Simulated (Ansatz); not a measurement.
# TiH2: a fit and a missing row

TiH2, I4/mmm, a = 3.176 Å, c = 4.139 Å. The structure is a COD entry; whether it is the stable form wasn't checked. Ansatz: PBEsol, PAW, 420 eV, Γ-centred 18×18×18 mesh on 3 atoms, Gaussian smearing 0.10 eV; no spin polarisation. Shape and atoms are relaxed at each volume; pressure is positive in compression.

| V (Å³/atom) | P (GPa) |
| --- | --- |
| 6.124 | 24.20 |
| 6.333 | 16.79 |
| 6.542 | 10.36 |
| 6.751 | 4.81 |
| 6.960 | 0.00 |
| 7.168 | -4.17 |
| 7.377 | ? |
| 7.656 | -11.84 |

Take V0 = 6.960 Å³/atom, fit the third-order Birch–Murnaghan form to the other rows, and predict the missing pressure.

With the Eulerian strain f = ½[(V0/V)^(2/3) − 1] and y = P/[3f(1 + 2f)^(5/2)], the form is the line y = B0 + 1.5 B0 (B0′ − 4) f. Rows (f, y): 0.04453, 146.4; 0.03248, 147.2; 0.02108, 147.8; 0.01027, 148.4; -0.00972, 150.2; -0.03078, 150.3. Means f = 0.01131, y = 148.38; Σ(Δf)² = 0.003862, ΣΔfΔy = -0.2155; the slope is their ratio. y = 149.0 − 55.81 f GPa, so B0 = 149.0 GPa and B0′ = 4 + 2 × (-55.81)/(3 × 149.0) = 3.75. At V = 7.377, f = -0.01902, y = 150.06 and P = -7.77 GPa. The run gave -7.78 GPa, so the fit is 0.01 GPa too high, within the rms miss on the fitted rows (0.02 GPa).